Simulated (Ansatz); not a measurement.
PbSe, space group Cmcm, a comparison of functionals at one structure

With Ansatz 0.2.0 through its Python package.

Notebook, run cell by cell (the value of a cell's last expression is shown):

**Cell 1**
```python
import warnings

import ansatz as az
```

**Cell 2**
```python
warnings.simplefilter("ignore", az.DeckWarning)
```

**Cell 3**
```python
cell = (
    az.Lattice.from_parameters(4.309753, 12.267895, 4.450494, alpha=90, beta=90, gamma=90)
    .space_group(63, hermann_mauguin="Cmcm")
    .atom("Pb", [0.5, 0.868239, 0.75])
    .atom("Se", [0.5, 0.63871, 0.75])
    .primitive()
)

calculation = (
    cell.calculation()
    .occupations(az.OccupationsMethod.FIXED)
    .basis(550)
    .kpoints(6, center="gamma")
    .band_table()
)
```

**Cell 4**
```python
rows = []
for value in ["pbesol", "lda", "blyp"]:
    data = calculation.functional(value).run().report
    rows.append((value, data["free_energy_ev"] / len(data["lattice"]["sites"]), data["n_iterations"], data["gap_by_band_count_ev"], data["n_kpoints"]))
```

**Cell 5**
```python
print("  functional   F/atom (eV)    iterations  gap by band count (eV)      k-points")
for row in rows:
    print(f"{str(row[0]):>12s}  {row[1]:12.5f}  {row[2]:12d}  {row[3]:22.3f}  {row[4]:12d}")
```
Output:
```text
  functional   F/atom (eV)    iterations  gap by band count (eV)      k-points
      pbesol   -8590.05479             7                   1.074            52
         lda   -8493.25822             7                   1.034            52
        blyp   -8707.94323             7                   1.190            52
```

Notes:
- Spin-orbit coupling, left out here, can change this gap by several tenths of an eV, and inverted bands can meet off the mesh.
- The structure comes from a database of computed cells and needn't be a stable or known phase.
- Levels are Kohn-Sham eigenvalues on this mesh, without spin-orbit coupling.
- Total energies of different functionals can't be compared; pressures, moments and gaps at this one structure can.
- Finished in 37 s on 1 thread of Arm Neoverse V1, with other jobs on the host, peak memory 0.61 GiB.
